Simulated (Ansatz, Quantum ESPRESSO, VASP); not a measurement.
In: programs and potentials compared

```
CELL_PARAMETERS angstrom
3.33548 0.00000 0.00000
-1.66774 2.88861 0.00000
0.00000 0.00000 26.01829
ATOMIC_POSITIONS crystal
In 0.66667 0.33333 0.28826
In 0.33333 0.66667 0.39413
In 0.66667 0.33333 0.50000
In 0.33333 0.66667 0.60587
In 0.66667 0.33333 0.71174
```

Alike in all runs: functional PBE; k mesh 9 × 9 × 1; occupations fermi-dirac, width 0.05 eV; no spin polarisation; no spin-orbit coupling.

| program and potentials | plane-wave cutoff (eV) | notes | largest force (eV/Å) |
| --- | --- | --- | --- |
| Ansatz, Ansatz PAW | 420 | - | 0.130 |
| Quantum ESPRESSO, PseudoDojo 0.4.1 SR PBE standard | 952 | - | 0.128 |
| VASP, PBE PAW files In_d, 520 eV | 520 | - | ? |

Task: Estimate from the other rows what the run with VASP, PBE PAW files In_d, 520 eV gave.

Result: Largest force 0.131 eV/Å. The other rows, which needn't bracket it: largest force 0.128 to 0.130.
